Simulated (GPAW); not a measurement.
# V (P6_3/mmc) in GPAW: notebook, part 2 of 2

GPAW 26.7.0. The steps go on from the part before.

## (4) Band structure, PBEsol+U, collinear spin, ferromagnetic start

The input, run.py:

```python
from ase import Atoms
from ase.dft.bandgap import bandgap
from ase.io import write
from ase.units import GPa
from gpaw import GPAW, PW, setup_paths

setup_paths.insert(0, '.')

atoms = Atoms(['V', 'V'],
              cell=[[2.6042941027, 0.0, 0.0],
                    [-1.3021470513, 2.2553848518, 0.0],
                    [0.0, 0.0, 4.723336]],
              scaled_positions=[[0.3333333333, 0.6666666667, 0.25],
                                [0.6666666667, 0.3333333333, 0.75]],
              pbc=True)
atoms.set_initial_magnetic_moments([2.0, 2.0])

calc = GPAW(mode=PW(600),
            xc='PBEsol',
            kpts={'size': (9, 9, 4), 'gamma': True},
            occupations={'name': 'fermi-dirac', 'width': 0.05},
            setups={'V': ':d,8.0'},
            nbands=26,
            convergence={'density': 1e-05, 'energy': 1e-05},
            maxiter=150,
            txt='gpaw.txt')
atoms.calc = calc
energy = atoms.get_potential_energy()
forces = atoms.get_forces()
stress = atoms.get_stress()
calc.write('gs.gpw')
write('result.traj', atoms)
print(f'Energy: {energy:.6f} eV')
print('Forces (eV/A):')
print(forces.round(4))
print('Stress (GPa):', (stress / GPa).round(3))
print('Moments:', calc.get_magnetic_moments().round(3))
print('Fermi level:', round(calc.get_fermi_level(), 4), 'eV')
print(f'Gap: {bandgap(calc)[0]:.4f} eV, direct: {bandgap(calc, direct=True)[0]:.4f} eV')

path = atoms.cell.bandpath('GMKGALHA,LM,KH', npoints=80, eps=1e-4)
bs_calc = calc.fixed_density(kpts=path, symmetry='off', nbands=37,
                             convergence={'bands': 'CBM+6.0', 'eigenstates': 1e-6}, txt='bands.txt')
bs = bs_calc.band_structure()
bs.write('bs.json')
print(f'Gap on the path: {bandgap(bs_calc)[0]:.4f} eV')
```

Potentials or basis: PAW data sets generated in the run's folder for this functional, pw.

On the command line:

```bash
> gpaw-setup -f PBEsol V
> OMP_NUM_THREADS=1 python run.py
```

gpaw.txt:

```text
__  _  _
 | _ |_)|_||  |
 |__||  | ||/\| - 26.7.0

Input parameters:
  mode=PW(ecut=600.0),
  convergence={'density': 1e-05, 'energy': 1e-05},
  kpts=MonkhorstPack(size=(9, 9, 4), gamma=True),
  maxiter=150,
  nbands=26,
  occupations=Occupations(name='fermi-dirac', width=0.05),
  setups={'V': ':d,8.0'},
  xc=XC(name='PBEsol')

Diagonalizing LCAO Hamiltonian
Converting LCAO to pw mode

          V

        V

Atoms  # Å, Bohr magnetons
|   | symbol |         x |        y |        z |    initial magnetic moments |
|---|--------|-----------|----------|----------|-----------------------------|
| 0 |      V | -0.000000 | 1.503590 | 1.180834 | ( 0.0000,  0.0000,  2.0000) |
| 1 |      V |  1.302147 | 0.751795 | 3.542502 | ( 0.0000,  0.0000,  2.0000) |

Unit cell  # Å
| periodic |         x |        y |        z |  lengths |     angles |
|----------|-----------|----------|----------|----------|------------|
|      yes |  2.604294 | 0.000000 | 0.000000 | 2.604294 |  90.000000 |
|      yes | -1.302147 | 2.255385 | 0.000000 | 2.604294 |  90.000000 |
|      yes |  0.000000 | 0.000000 | 4.723336 | 4.723336 | 120.000000 |

Number of symmetries: 12
Symmetry operations  # r_c * U_cc + t_c -> r_c
|    | kind |            matrix            |
|----|------|------------------------------|
|  0 |  σ   |  1, 1, 0,  0,-1, 0,  0, 0, 1 |
|  1 |  S6  |  1, 1, 0, -1, 0, 0,  0, 0,-1 |
|  2 |  E   |  1, 0, 0,  0, 1, 0,  0, 0, 1 |
|  3 |  C2  |  1, 0, 0, -1,-1, 0,  0, 0,-1 |
[... 152 lines left out ...]
  External:          0.000000
  Xc:              -23.931004
  Entropy:          -0.004284
  Spinorbit:         0.000000
  ----------------------------
  Free energy:      -6.120686
  Extrapolated:     -6.118544

dipole moment: (0.000000, 0.000000, 0.000000)  # |e|*Ang

Total magnetic moment: (0.000000, 0.000000, 5.627903)

Local magnetic moments
|        x |        y |        z |
|----------|----------|----------|
| 0.000000 | 0.000000 | 2.555476 |  # V    0
| 0.000000 | 0.000000 | 2.555476 |  # V    1

Fermi level: 11.268
Eigenvalues  # (at kpt = [0.000, 0.000, 0.000])
| band index |      eig [eV] | occ [0-1] |      eig [eV] | occ [0-1] |
|------------|---------------|-----------|---------------|-----------|
|          0 |       -53.893 |     1.000 |       -51.349 |     1.000 |
|        ... |               |           |               |           |
|          6 |       -27.231 |     1.000 |       -24.428 |     1.000 |
|          7 |       -27.231 |     1.000 |       -24.428 |     1.000 |
|          8 |         2.096 |     1.000 |         3.187 |     1.000 |
|          9 |         2.823 |     1.000 |         9.315 |     1.000 |
|         10 |         4.437 |     1.000 |         9.372 |     1.000 |
|         11 |         5.518 |     1.000 |        14.766 |     0.000 |
|         12 |         5.518 |     1.000 |        16.347 |     0.000 |
|         13 |         5.771 |     1.000 |        16.347 |     0.000 |
|         14 |         5.772 |     1.000 |        16.589 |     0.000 |
|         15 |         8.793 |     1.000 |        16.589 |     0.000 |
|         16 |        14.880 |     0.000 |        16.906 |     0.000 |
|         17 |        14.880 |     0.000 |        16.906 |     0.000 |
|         18 |        14.985 |     0.000 |        17.967 |     0.000 |
|         19 |        16.181 |     0.000 |        17.967 |     0.000 |
|         20 |        16.181 |     0.000 |        22.394 |     0.000 |
|        ... |               |           |               |           |
|         25 |        32.851 |     0.000 |        34.861 |     0.000 |

No gap
No difference between direct/indirect transitions

Forces  # eV/Ang
|        x |        y |        z |
|----------|----------|----------|
| -0.00000 | -0.00000 | -0.00021 |  # V    0
|  0.00000 |  0.00000 |  0.00021 |  # V    1

Stress tensor  # eV/Ang^3
|         x |         y |         z |
|-----------|-----------|-----------|
| -0.499227 |  0.000000 |  0.000000 |
|  0.000000 | -0.499227 |  0.000000 |
|  0.000000 |  0.000000 | -0.404976 |

# Writing to gs.gpw (mode='')
```

Run time: 2.1 min. Hardware: 1 thread of Arm Neoverse V1, shared host; peak memory 0.29 GiB.

What came out:

```
Free energy             : -6.1207 eV
Pressure                : 75.0 GPa
Band gap along the path : none (metal or under the smearing width)
Net moment              : 5.63 μB per cell
Site moments            : V +2.56 μB
```

Levels at the corners of the path, in eV from the Fermi level:
Spin up:
| point | band 12 | band 13 | band 14 | band 15 | band 16 | band 17 | band 18 | band 19 | band 20 | band 21 |
| --- | --- | --- | --- | --- | --- | --- | --- | --- | --- | --- |
| Γ | -5.75 | -5.75 | -5.50 | -5.50 | -2.47 | 3.61 | 3.61 | 3.72 | 4.91 | 4.91 |
| M | -4.57 | -2.71 | -2.61 | -2.50 | 0.00 | 0.04 | 2.03 | 2.27 | 5.06 | 7.84 |
| K | -4.99 | -3.98 | -3.98 | -1.68 | 0.15 | 0.15 | 3.65 | 4.09 | 4.58 | 4.58 |
| Γ | -5.75 | -5.75 | -5.50 | -5.50 | -2.47 | 3.61 | 3.61 | 3.72 | 4.91 | 4.91 |
| A | -6.11 | -5.64 | -5.64 | -5.64 | -5.64 | 4.29 | 4.29 | 4.29 | 4.29 | 9.48 |
| L | -5.48 | -2.66 | -2.66 | -1.24 | -1.24 | 1.31 | 1.31 | 3.26 | 3.26 | 7.83 |
| H | -5.72 | -5.34 | -5.34 | 0.18 | 0.18 | 0.87 | 0.87 | 4.63 | 4.63 | 7.52 |
| A | -6.11 | -5.64 | -5.64 | -5.64 | -5.64 | 4.29 | 4.29 | 4.29 | 4.29 | 9.48 |
| L | -5.48 | -2.66 | -2.66 | -1.24 | -1.24 | 1.31 | 1.31 | 3.26 | 3.26 | 7.83 |
| M | -4.57 | -2.71 | -2.61 | -2.50 | 0.00 | 0.04 | 2.03 | 2.27 | 5.06 | 7.84 |
| K | -4.99 | -3.98 | -3.98 | -1.68 | 0.15 | 0.15 | 3.65 | 4.09 | 4.58 | 4.58 |
| H | -5.72 | -5.34 | -5.34 | 0.18 | 0.18 | 0.87 | 0.87 | 4.63 | 4.63 | 7.52 |
Spin down:
```csv
point,band 6,band 7,band 8,band 9,band 10,band 11,band 12,band 13,band 14,band 15
Γ,-35.76,-35.70,-35.70,-8.08,-1.95,-1.90,3.50,5.08,5.08,5.32
M,-36.63,-36.01,-35.88,-1.68,-1.50,-1.17,0.80,1.23,3.57,3.65
K,-36.39,-36.39,-36.29,-0.67,-0.35,0.09,0.09,1.45,1.45,4.24
Γ,-35.76,-35.70,-35.70,-8.08,-1.95,-1.90,3.50,5.08,5.08,5.32
A,-35.73,-35.73,-35.73,-6.17,-6.17,1.74,1.74,4.87,4.87,4.87
L,-36.64,-35.95,-35.95,-2.07,-2.07,0.48,0.48,2.29,2.29,4.87
H,-36.39,-36.36,-36.36,-0.42,-0.42,0.20,0.20,1.17,1.17,4.62
A,-35.73,-35.73,-35.73,-6.17,-6.17,1.74,1.74,4.87,4.87,4.87
L,-36.64,-35.95,-35.95,-2.07,-2.07,0.48,0.48,2.29,2.29,4.87
M,-36.63,-36.01,-35.88,-1.68,-1.50,-1.17,0.80,1.23,3.57,3.65
K,-36.39,-36.39,-36.29,-0.67,-0.35,0.09,0.09,1.45,1.45,4.24
H,-36.39,-36.36,-36.36,-0.42,-0.42,0.20,0.20,1.17,1.17,4.62
```

Caveat: a pressure of tens of GPa on the cell as given is suspect, and the run, the potentials or the cell itself is likely at fault; the U is typed as a test and isn't derived for this compound.

## (5) Summary

| U | pressure (GPa) | moment (μB) |
| --- | --- | --- |
| V d U = 4 eV | 12.7 | 2.31 |
| V d U = 6 eV | 44.5 | 5.98 |
| V d U = 8 eV | 75.0 | 5.63 |

Alike in all rows: task band structure; level PBEsol+U; potentials or basis PAW data sets generated in the run's folder for this functional, pw; spin collinear, ferromagnetic start; cell as given; k mesh 9 × 9 × 4; cutoff (eV) 600; smearing fermi-dirac 0.05 eV.

Caveats: the U is typed as a test and isn't derived for this compound; a pressure of tens of GPa on the cell as given is suspect, and the run, the potentials or the cell itself is likely at fault (some runs).

Absolute energies hang on the potentials; compare differences alone.
